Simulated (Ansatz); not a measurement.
Runs of Ansatz 0.2.0 on GaP. It takes space group F-43m (No. 216, cubic). The conventional cell has a = 5.451 Å, b = 5.451 Å, c = 5.451 Å, α = 90.00°, β = 90.00°, γ = 90.00°. Around Ga (site symmetry -43m) lie 4 P at 2.36 Å. P (site symmetry -43m) has 4 Ga at 2.36 Å as nearest neighbours. 

```tsv
task	level	spin	cell	cutoff (eV)	smearing	points for each segment of the path	gap on the mesh (eV)	pressure (GPa)	V0 of scaled cells (Å³/atom)	relaxed volume (Å³/atom)	B0 (GPa)
relaxation of cell and atoms	r2SCAN+D4	off	relaxed	500	fermi-dirac 0.05 eV	-	1.88	0.0	-	20.01	-
relaxation of cell and atoms	BPBE	off	relaxed	420	fermi-dirac 0.05 eV	-	1.57	0.0	-	20.83	-
Born charges and dielectric tensor	PBEsol	off	as given	420	fixed	-	1.51	-	-	-	-
band structure	m-r2SCAN	off	as given	500	fermi-dirac 0.05 eV	14	1.89	0.0	-	-	-
equation of state	LDA	SOC, no magnetisation	as given	420	fermi-dirac 0.05 eV	-	-	-	19.58	-	(c)
relaxation of cell and atoms	revPBE	off	relaxed	420	fermi-dirac 0.05 eV	-	1.52	0.0	-	21.27	-
relaxation of cell and atoms	BLYP+D3(BJ)	off	relaxed	420	fermi-dirac 0.05 eV	-	(b)	0.0	-	20.24	-
equation of state	PBEsol	off	as given	420	fermi-dirac 0.05 eV	-	-	-	(a)	-	85
```

Alike in all rows: potentials or basis Ansatz PAW; k mesh 8 × 8 × 8.

Problem. Estimate the missing entries.

Solution. (a) 20.11; (b) 1.67; (c) 90.

Caveats: the PAW data sets come from PBE, with cores solved anew for the run's functional, which leaves a small shift of forces and pressure (some runs); the plane-wave basis is chosen anew once the cell has moved, so the energies of steps on either side of that aren't comparable (some runs); the k mesh misses the band edges, so the gap on the mesh is wider than the one along the path (some runs).

A k mesh can miss the band edges, and rows without SOC leave out spin-orbit coupling on Ga.

Runs at the PBE level aren't shown here.
